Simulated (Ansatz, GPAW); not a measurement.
Pt: 3 runs at one level of theory

```xyz
1
Lattice="0.0000 1.9609 1.9609 1.9609 0.0000 1.9609 1.9609 1.9609 0.0000" Properties=species:S:1:pos:R:3 pbc="T T T"
Pt    0.0000    0.0000    0.0000
```

Alike in all runs: task single point; functional PBE; k mesh 12 × 12 × 12; occupations gaussian, width 0.017 eV; no spin polarisation; no spin-orbit coupling. Pressure is positive in compression and, in plane waves, holds the error of the finite cutoff, which Ansatz's Pulay term estimates and takes out.

```json
{"program and potentials": "Ansatz, Ansatz PAW", "plane-wave cutoff (eV)": "420", "notes": "18 valence electrons an atom on average; Pulay term of +0.08 GPa included", "band gap (eV)": "no gap", "pressure (GPa)": "10.21"}
{"program and potentials": "Ansatz, all-electron LAPW, scalar-relativistic", "plane-wave cutoff (eV)": "-", "notes": "-", "band gap (eV)": "no gap", "pressure (GPa)": "10.16"}
{"program and potentials": "GPAW, GPAW PAW data sets (gpaw-data 1.2.1)", "plane-wave cutoff (eV)": "600", "notes": "16 valence electrons an atom on average", "band gap (eV)": "no gap", "pressure (GPa)": "9.71"}
```

None finds a gap. The pressure spans 9.71 (GPAW, GPAW PAW data sets (gpaw-data 1.2.1)) to 10.21 GPa (Ansatz, Ansatz PAW), with all-electron results at 10.16. The cell lies far from this level's equilibrium.

Differences between rows come from potentials, basis sets and numerical settings, since the functional is the same but for its coding. Runs on potential files found faulty are left out.

All three runs describe platinum as a metal under substantial compression, and the two Ansatz treatments, at 10.21 and 10.16 GPa, agree closely. The cell is close to the experimental lattice parameter of fcc platinum, so the pressure mainly reflects the known tendency of PBE to underbind the late 5d metals and overestimate their lattice constants, rather than any real stress in the crystal at ambient conditions. Platinum's high stiffness, which comes from strong d-d bonding combined with the repulsion of the compressed sp electrons, turns even a modest error in equilibrium volume into a large pressure. The absence of a gap is expected, since the incompletely filled 5d band overlaps and hybridises with the broad 6s-6p band at the Fermi level. The lower GPAW value of 9.71 GPa may stem from its smaller valence space or from residual basis-set stress, but this does not alter the physical picture. A pressure at one volume fixes neither the bulk modulus nor the equilibrium lattice constant.
